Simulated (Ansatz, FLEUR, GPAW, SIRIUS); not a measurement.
Fitting the PBEsol energy curve of Na2S

```cif
data_structure
_symmetry_space_group_name_H-M 'P 1'
_symmetry_Int_Tables_number 1
_cell_length_a 4.6294
_cell_length_b 4.6294
_cell_length_c 4.6294
_cell_angle_alpha 60.000
_cell_angle_beta 60.000
_cell_angle_gamma 60.000
_cell_volume 70.16
loop_
_atom_site_label
_atom_site_type_symbol
_atom_site_fract_x
_atom_site_fract_y
_atom_site_fract_z
_atom_site_occupancy
S1 S 0.00000 0.00000 0.00000 1
Na1 Na 0.75000 0.75000 0.75000 1
Na2 Na 0.25000 0.25000 0.25000 1
```

The cell was scaled at fixed shape and fractions and run with FLEUR, all-electron, FLAPW; PBEsol, k mesh 7 × 7 × 7 on the cell of 3 atoms, fermi-dirac occupations of 0.05 eV, no spin polarisation, no spin-orbit coupling. Energies are those that the program minimises, any entropy of the smearing included.

```csv
V (Å³/atom),energy over the lowest row (meV/atom)
21.9823,3.676
22.4500,0.860
22.9177,0.000
23.3855,?
23.8532,3.354
24.3209,7.228
24.7886,12.362
```

Problem. Fit the third-order Birch-Murnaghan form, give V0, B0 and B′, and predict the energy left open.

Solution. With y = (V0/V)^(2/3), E = E0 + (9 V0 B0/16) [(y - 1)³ B′ + (y - 1)² (6 - 4y)]. Least squares through the rows shown give V0 = 22.9050 Å³/atom, E0 = -0.001 meV, B0 = 29.46 GPa (1 eV/Å³ = 160.218 GPa) and B′ = 4.36, with a largest miss of 0.002 meV. At V = 23.3855 the form with these constants gives 0.892 meV; the run gave 0.890 meV an atom. Other set-ups at this level, from all their volumes (Å³/atom, GPa): GPAW, PAW data sets generated for this functional: V0 22.975, B0 29.79; Ansatz, all-electron LAPW, scalar-relativistic: V0 22.903, B0 29.46; SIRIUS, all-electron FP-LAPW, apw+lo standard: V0 22.898, B0 29.25; SIRIUS, PseudoDojo 0.4.1 PBEsol standard (scalar relativistic): V0 22.938, B0 29.56.
